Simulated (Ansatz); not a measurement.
# HgTe: elastic constants from stress and strain

```yaml
crystal:
  lattice:
    - [0.00000, 2.92150, 2.92150]
    - [2.92150, 0.00000, 2.92150]
    - [2.92150, 2.92150, 0.00000]
  atoms:
    - { symbol: Hg, position: [0.00000, 0.00000, 0.00000] }
    - { symbol: Te, position: [0.50000, 0.50000, 0.50000] }
```

Atoms are numbered in the order listed.

The cell comes from COD entry 1538296, which wasn't checked; take it as a given geometry.

No spin–orbit coupling, which matters for the heavy atoms here.

These are results of DFT, PBE, all-electron LAPW, scalar-relativistic in Ansatz 0.2.0, not measurements.

The runs use a Γ-centred 12×12×12 k mesh, Fermi–Dirac smearing of 0.08 eV, basis error target 1 meV/atom, no spin polarisation.

The unstrained cell is at 10.45 GPa. Large strains and very small stresses are left out. Each strain is applied once, with fractional coordinates held (clamped ions), and σ below is the change of stress, positive in tension. One finite strain gives stress–strain coefficients at this pressure with an error of the order of the strain times third-order constants, a few per cent for each per cent of strain. In a metal the k mesh adds noise of tens of per cent to soft shears.

Estimate the stiffness probed by this change, and the stress that it gives: z strained by +1 % at fixed volume.

σzz − σxx = 1.57 GPa and εzz − εxx = 0.0150, so C11 − C12 = (σzz − σxx)/(εzz − εxx) = 105 GPa.

With z strained by +2 % at fixed volume, the run gives σzz − σxx = 3.00 GPa and εzz − εxx = 0.0299. Which stiffness follows?

C11 − C12 = (σzz − σxx)/(εzz − εxx) = 101 GPa.
